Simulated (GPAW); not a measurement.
Fe in GPAW: the effect of target pressure

Crystal: Fe.

```
Fe
1.0
    -1.44300    1.44300    1.44300
     1.44300   -1.44300    1.44300
     1.44300    1.44300   -1.44300
Fe
1
Direct
  0.00000 0.00000 0.00000
```

Alike in all runs:

| Item | Value |
| --- | --- |
| Program | GPAW 26.7.0 |
| Task | relaxation of cell and atoms |
| Functional | PBEsol |
| Potentials or basis | PAW data sets generated in the run's folder for this functional |
| Cutoff | 600 eV |
| Basis | pw |
| k mesh | 13 × 13 × 13 |
| Occupations | fermi-dirac, width 0.05 eV |
| Spin | collinear spin, ferromagnetic start |
| Starting moments | [3.0] μB |

Each run relaxes the cell or the atoms first.

| target pressure | target pressure | relaxed volume (Å³/atom) | moment (μB) |
| --- | --- | --- | --- |
| 0 GPa | - | 10.95 | 2.07 |
| 2 GPa | 2 GPa | 10.85 | 2.06 |
| 5 GPa | 5 GPa | 10.72 | 2.04 |
| 10 GPa | 10 GPa | 10.51 | 2.01 |
| 20 GPa | 20 GPa | ? | ? |
| 30 GPa | 30 GPa | 9.89 | 1.97 |

Problem. What does the run with target pressure 20 GPa give?

Solution. Relaxed volume 10.18 Å³/atom; moment 1.99 μB.

Worked out: In Murnaghan's law V^(-B') rises as a straight line in P. The other rows fit best with B' = 5.5, V0 = 10.95 Å³/atom and B0 = 220 GPa, which gives 10.17 Å³/atom at 20 GPa, against the run's 10.18. A parabola through the other rows of the moment, of slope -0.00208 μB per GPa there, gives 1.98 μB, against the run's 1.99.

Caveats: each step starts from the last one's moments, so a moment once lost doesn't come back; later steps reuse the first step's grids; the volume moved by over 15 % at a fixed basis, so the end points are rough (some runs).

Runs at the PBE level aren't shown here.
